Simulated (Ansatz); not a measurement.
InP: enthalpy under pressure, worked through

Computed with DFT r2SCAN, scalar-relativistic, plane waves, PAW in Ansatz 0.2.0. Settings: 500 eV cutoff, 8×8×8 k-mesh, Gaussian smearing of 0.02 eV, no spin polarisation.

Reference structure (relaxed):

```
CELL_PARAMETERS angstrom
0.00000 2.95375 2.95375
2.95375 0.00000 2.95375
2.95375 2.95375 0.00000
ATOMIC_POSITIONS crystal
In 0.00000 0.00000 0.00000
P 0.25000 0.25000 0.25000
```

Cell and atoms were relaxed at each target pressure within the start's symmetry (F-43m), at zero temperature; other phases can be more stable under pressure. H = E + PV with P the target; E is the free energy at the smearing used, whose derivative the pressure is, per atom and counted from zero pressure. The mesh named is that at zero pressure; some other pressures ran on another.

```tsv
P (GPa)	V (Å³/atom)	E − E0 (meV)	H − H0 (meV)
0	25.770	0.0	0.0
1	25.400	1.1	159.6
4	24.466	15.3	626.1
12	22.609	104.5	1797.9
25	20.619	328.1	3545.4
50	18.274	859.7	6562.6
90	16.083	1792.4	10826.6
```

Thermodynamics gives dH/dP = V along a relaxed path. Integrate V over P by the trapezoid rule and compare with the computed enthalpies.

With 1 eV/Å³ = 160.22 GPa, each step adds the mean volume times ΔP / 160.22:
| P (GPa) | ∫V dP (meV) | H − H0 (meV) | difference (meV) |
| --- | --- | --- | --- |
| 1 | 159.7 | 159.6 | 0.0 |
| 4 | 626.5 | 626.1 | 0.4 |
| 12 | 1801.8 | 1797.9 | 3.9 |
| 25 | 3555.5 | 3545.4 | 10.1 |
| 50 | 6589.9 | 6562.6 | 27.3 |
| 90 | 10878.7 | 10826.6 | 52.1 |

V(P) curves upward, so the trapezoid rule runs high; integrating a smooth curve through the same points puts that excess at about 49.9 meV at 90 GPa, against the 52.1 meV found. What is left comes from the shape of V(P) between points this far apart, and from the mesh, the smearing and the stress tolerance.

At 90 GPa, how much of the enthalpy change is stored energy and how much is the PV term?

E rises by 1792 meV/atom and PV is 90 × 16.083 / 160.22 = 9034 meV/atom, so PV makes 83 % of ΔH. So between rival structures at high pressure a small difference in volume can outweigh the difference in energy: 1 % of this volume is worth 90.3 meV/atom at this pressure.

What bulk modulus do the lowest pressures give?

From the pressures that the runs reached, -1.07 GPa (26.183 Å³) and 1.00 GPa (25.400 Å³), B = −ΔP/Δln V = 2.07 / 0.0304 = 68 GPa, a mean over that range.

The gap is 0.934 eV at -1.07 GPa and 1.111 eV at 1.00 GPa. What pressure coefficient and volume deformation potential follow?

dE_g/dP = 85.8 meV/GPa, and a_V = dE_g/d ln V = −B dE_g/dP = -5.84 eV. A gap that opens under pressure, with a_V of several eV below zero, is what an s-like antibonding conduction edge gives, since compression pushes it up. If the edges move to other points of the zone within the range, this is a mean of two slopes. Gaps are generalised Kohn–Sham gaps over the whole zone.

Cost: 8 runs of about 2.8 core-minutes in all, on Arm Neoverse V1 (shared hosts).

The stored-energy share of the enthalpy rises at every step, because near equilibrium the elastic energy grows roughly as the square of the pressure while the PV term grows almost linearly. Zinc blende has no free internal coordinate, so compression must shorten the In–P bonds rather than bend the tetrahedral angles. Growing overlap repulsion then stiffens the lattice, which is why volume is lost ever more slowly.

InP is known to transform to a denser, six-coordinate rock-salt-type phase well below 90 GPa, so the upper part of the curve probably describes a metastable or even unstable lattice. The gaps near zero pressure lie below the measured one, as expected of a semilocal functional with too little nonlocal exchange. Their pressure coefficient is probably more reliable, since much of that error cancels in a difference. It should not be extrapolated to high pressure, however: the X-point conduction valley moves down relative to the valence edge as the Γ minimum rises, eventually making the gap indirect and reversing its trend.
